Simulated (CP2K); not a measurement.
Runs of CP2K 2026.2 on Te. The structure is trigonal, space group P3_121 (No. 152). Conventional cell: a = 4.454 Å, b = 4.454 Å, c = 5.924 Å, α = 90.00°, β = 90.00°, γ = 120.00°. Around Te (site symmetry 2) lie 2 Te at 2.86 Å. 

```csv
level,pressure (GPa),largest force (eV/Å)
AM05,1.0,0.40
MS2,2.6,(b)
PBEsol,0.7,(a)
revPBE,2.8,0.30
LDA,0.6,(c)
PBE,2.2,0.35
RPBE,3.0,(d)
```

Alike in all rows: task band structure; potentials or basis POTENTIAL_UZH Te GTH-PBE-q6; TZVP-MOLOPT-PBE-GTH basis; no spin polarisation; cell as given; k mesh 7 × 7 × 5; smearing fermi-dirac 0.05 eV.

Q: Estimate the missing entries.

A: (a) 0.46; (b) 0.13; (c) 0.51; (d) 0.29.

Caveats: the basis of atomic orbitals isn't converged, which shifts pressures, moduli and gaps; the potentials were made for another functional, which shifts forces and pressure (some runs).
